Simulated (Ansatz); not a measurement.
# Sn (sc type): how the settings move a single-point run

How sensitive is a single-point run of Sn (sc type) to its settings? A reference run comes first, then one run with altered input.

Method: reference: DFT, PBE, PAW with Ansatz's default frozen-core files, scalar-relativistic, in Ansatz 0.2.0.

1 further run of the same task is left out (set aside as unsound or not needed).

## Step 1: Starting point

Symmetry: R-3m, No. 166, trigonal system. Conventional cell: a = 4.279 Å, b = 4.279 Å, c = 5.562 Å, α = 90.00°, β = 90.00°, γ = 120.00°. Sn (site symmetry -3m) is surrounded by 6 Sn at 3.09 Å.

Coordinates:

```
CELL_PARAMETERS angstrom
3.08770 0.06175 0.06175
0.06175 3.08770 0.06175
0.06175 0.06175 3.08770
ATOMIC_POSITIONS crystal
Sn 0.00000 0.00000 0.00000
```

## Step 2: Reference

Contents of input.yaml:

```yaml
crystal:
  lattice:
    - [3.0877013286, 0.0617540266, 0.0617540266]
    - [0.0617540266, 3.0877013286, 0.0617540266]
    - [0.0617540266, 0.0617540266, 3.0877013286]
  atoms:
    - { symbol: Sn, position: [0.0, 0.0, 0.0] }
kpoints:
  mp_grid: { grid: [14, 14, 14] }
scf:
  occupations: { method: fermi_dirac, width: 0.03 }
hamiltonian:
  xc: pbe
  pseudopotentials: { kind: paw }
output:
  forces: true
  stress: true
  eigenvalues: true
  efg: { contact_densities: true }
```

Run with:

```
$ ansatz run input.yaml --threads 1 --pin off --max-ram 2048MiB --backend cpu --events-out ev --progress --plain --runs-dir out
```

## Step 3: Changed: n_extra_bands 4, ecutwfc 500 eV

Edit input.yaml of step 2 so:

```diff
@@ -11,2 +11,3 @@
   occupations: { method: fermi_dirac, width: 0.03 }
+  n_extra_bands: 4
 hamiltonian:
@@ -19 +20,7 @@
   efg: { contact_densities: true }
+  write_density: true
+  write_potential: true
+  elf: true
+  volumetric_format: npy
+basis:
+  ecutwfc: "500 eV"
```

Q: Predict the outcome of this session. Wanted: for each run, ending; energy change; pressure; gap; force.

The runs gave:

```csv
run,ending,energy change,pressure (GPa),gap (eV),force (eV/Å),cycles,time
reference,converged,0,0.1,0.00,0.00,6,6.1 s
"1: n_extra_bands 4, ecutwfc 500 eV",converged,-0.7 meV/atom,0.1,0.00,0.00,6,9.5 s
```

Times don't compare one to one where runs were asked for different outputs or read a saved state (see the inputs); cycles may leave out searches for a lower state.

Residual by cycle in the longest SCF loop of each run; runs are numbered as in the table. The quantity is the density residual dr2, in eV.

```csv
cycle,reference,run 1
1,1.4e-4,1.4e-4
2,5.3e-5,5.3e-5
3,1.3e-5,1.7e-5
4,1.6e-6,2.2e-6
5,5.8e-8,9.5e-8
6,6.0e-10,1.2e-9
```

What this shows: Changing the cutoff moves the energy by -0.7 meV/atom.
